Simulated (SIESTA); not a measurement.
## Ni under changes of volume

One of the cells (10.597 Å³/atom); the others are scaled copies at fixed shape and fractional positions:

```xyz
1
Lattice="-1.3837 1.3837 1.3837 1.3837 -1.3837 1.3837 1.3837 1.3837 -1.3837" Properties=species:S:1:pos:R:3 pbc="T T T"
Ni    0.0000    0.0000    0.0000
```

This isn't the form of Ni at room conditions, which is fcc.

```yaml
Program: SIESTA 5.4.2
Functional: LDA
Potentials_or_basis: PseudoDojo 0.4 standard (LDA files)
Basis: DZP (energy shift 0.003 Ry; two zetas on semicore shells)
Grid_cutoff: 800 Ry
Energy_shift: 0.003 Ry
k_mesh: 10 × 10 × 10
Occupations: fermi-dirac, width 0.05 eV
Spin: collinear spin, ferromagnetic start
Starting_moments: "[1.0] μB"
```

| volume (Å³/atom) | energy over the lowest point (meV/atom) | pressure (GPa) | moment (μB per cell) |
| --- | --- | --- | --- |
| 9.962 | 0.00 | 0.8 | 0.00 |
| 10.174 | 2.72 | -4.4 | 0.00 |
| 10.385 | 12.77 | -9.2 | 0.20 |
| 10.597 | ? | ? | ? |
| 10.809 | 46.71 | -15.9 | 0.42 |
| 11.021 | 69.78 | -18.4 | 0.52 |
| 11.233 | 95.74 | -21.1 | 0.56 |

**Question.** What does the run at 10.597 Å³/atom give?

**Answer.** Energy over the lowest point 27.33 meV/atom; pressure -12.5 GPa; moment 0.34 μB per cell.

Worked out: A Birch-Murnaghan fit of order 3 (a polynomial in V^(-2/3)) to the other rows has its minimum at 9.98 Å³/atom with B0 = V·E''(V) = 272 GPa and B' = 7.4. It gives 27.43 meV/atom at 10.597 Å³/atom, against the run's 27.33, and -dE/dV = -13.1 GPa, against -12.5. A parabola through the other rows of the moment, of slope 0.496 μB per Å³/atom there, gives 0.30 μB, against the run's 0.34. The fit is too stiff a form for this range.

Energies are extrapolated to zero smearing.

Caveats: short orbitals over semicore shells can move pressures by several GPa; the basis of atomic orbitals isn't converged, which shifts pressures, moduli and gaps.
